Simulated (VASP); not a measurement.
The system is GeSe.

```
CELL_PARAMETERS angstrom
10.80059 0.00000 0.00000
0.00000 3.96274 0.00000
0.00000 0.00000 4.21809
ATOMIC_POSITIONS crystal
Ge 0.12300 0.25000 0.09100
Ge 0.37700 0.75000 0.59100
Ge 0.62300 0.25000 0.40900
Ge 0.87700 0.75000 0.90900
Se 0.35700 0.25000 0.01600
Se 0.14300 0.75000 0.51600
Se 0.85700 0.25000 0.48400
Se 0.64300 0.75000 0.98400
```

The cell was built by a generator and needn't be a form met in nature.

- Program: VASP 6.6.1
- Task: relaxation of cell and atoms
- Functional: rev-vdW-DF2
- Potentials or basis: VASP PAW PBE potentials, release 64 (Ge_d, Se)
- Cutoff: 600 eV
- k mesh: 4 × 8 × 8
- Occupations: gaussian, width 0.03 eV
- Spin: no spin polarisation

At the start: pressure 0.4 GPa; volume 22.57 Å³/atom.

Task: How do energy, volume and symmetry change on relaxing?

Result: Over 27 steps the energy falls by 11.0 meV/atom and the volume is 23.49 Å³/atom (+4.1 %); space group Pnma (No. 62, to 0.05 Å).

Step by step:
```tsv
step	energy change (eV)	largest force (eV/Å)	pressure (GPa)	volume (Å³)
1	0.0000	0.2773	0.40	180.53
2	-0.0389	0.2097	0.06	181.97
3	-0.0410	0.2121	0.02	182.40
4	-0.0572	0.1293	0.26	182.91
5	-0.0665	0.1219	0.94	184.28
6	-0.0693	0.0478	0.63	183.83
7	-0.0798	0.0091	-0.09	187.35
8	-0.0799	0.0120	-0.14	187.63
9	-0.0830	0.0184	-0.08	187.72
10	-0.0851	0.0288	0.00	187.83
11	-0.0852	0.0334	0.05	187.87
12	-0.0856	0.0271	-0.06	188.26
13	-0.0857	0.0259	-0.12	188.48
14	-0.0859	0.0236	-0.09	188.46
15	-0.0865	0.0196	-0.10	188.40
16	-0.0870	0.0286	0.03	188.26
17	-0.0872	0.0217	0.00	188.33
18	-0.0876	0.0201	-0.10	188.54
19	-0.0879	0.0165	-0.05	188.28
20	-0.0880	0.0152	0.01	188.14
21	-0.0881	0.0152	0.05	187.85
22	-0.0881	0.0148	0.00	187.95
23	-0.0881	0.0151	0.06	187.88
24	-0.0881	0.0149	0.01	187.92
25	-0.0881	0.0150	0.04	187.90
26	-0.0882	0.0105	0.01	187.90
27	-0.0882	0.0059	-0.02	187.90
```

Final structure:
```xyz
8
Lattice="10.9774 0.0000 0.0000 0.0000 3.8830 0.0000 0.0000 0.0000 4.4082" Properties=species:S:1:pos:R:3 pbc="T T T"
Ge    1.3479    0.9708    0.4898
Ge    4.1408    2.9123    2.6938
Ge    6.8366    0.9708    1.7143
Ge    9.6295    2.9123    3.9184
Se    3.8925    0.9708    0.0100
Se    1.5962    2.9123    2.2141
Se    9.3812    0.9708    2.1941
Se    7.0849    2.9123    4.3981
```

Caveat: the PAW data sets were made with another functional, which shifts forces and pressure a little.
